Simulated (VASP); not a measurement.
Set up this calculation in VASP 6.6.1, as the native input.

```yaml
Task: single point
Functional: LDA
Potentials_or_basis: VASP PAW LDA potentials, release 64 (K_sv, Ta_pv, O)
Cutoff: 520 eV
k_mesh: 8 × 8 × 8
Occupations: gaussian, width 0.02 eV
Spin: no spin polarisation
Dipole_correction: no
Further_INCAR_settings: ALGO = Fast; EDIFF = 1e-06; NBANDS = 27
```

The structure of KTaO3 lies in POSCAR:

```
KTaO3
1.0
    3.9030659996      0.0000000000      0.0000000000
    0.0000000000      3.9030659996      0.0000000000
    0.0000000000      0.0000000000      4.0114884294
K Ta O
1 1 3
Direct
    0.0000000000      0.0000000000      0.0000000000
    0.5000000000      0.5000000000      0.5000000000
    0.5000000000      0.5000000000      0.0000000000
    0.5000000000      0.0000000000      0.5000000000
    0.0000000000      0.5000000000      0.5000000000
```

The cell was built by a generator and isn't the measured one.

The input as run:

INCAR

```
SYSTEM = KTaO3
PREC = Accurate ; ENCUT = 520
EDIFF = 1E-6 ; ISMEAR = 0
SIGMA = 0.02 ; LREAL = .FALSE.
LASPH = .TRUE. ; NELM = 100
ALGO = Fast ; ISIF = 2
LWAVE = .FALSE. ; LCHARG = .TRUE.
LELF = .TRUE. ; LVHAR = .TRUE.
NBANDS = 27
```

KPOINTS

```
Automatic mesh
0
G
  8 8 8
  0 0 0
```

Potentials or basis: VASP PAW LDA potentials, release 64 (K_sv, Ta_pv, O).

Launch:

```bash
$ cat potpaw_LDA.64/K_sv/POTCAR potpaw_LDA.64/Ta_pv/POTCAR potpaw_LDA.64/O/POTCAR > POTCAR
$ mpirun -np 1 vasp_std > vasp.out
```

It gave:

```json
{
  "Pressure": "3.9 GPa",
  "Band gap on the k mesh": "2.07 eV, indirect (least direct gap 2.66 eV)"
}
```

Caveat: spin-orbit coupling is left out, which moves the levels of the heavy elements.

Run time: 2.7 min on 1 thread of AMD EPYC 7R13 Processor (Zen 3), on a shared host, peak memory 0.2 GiB.
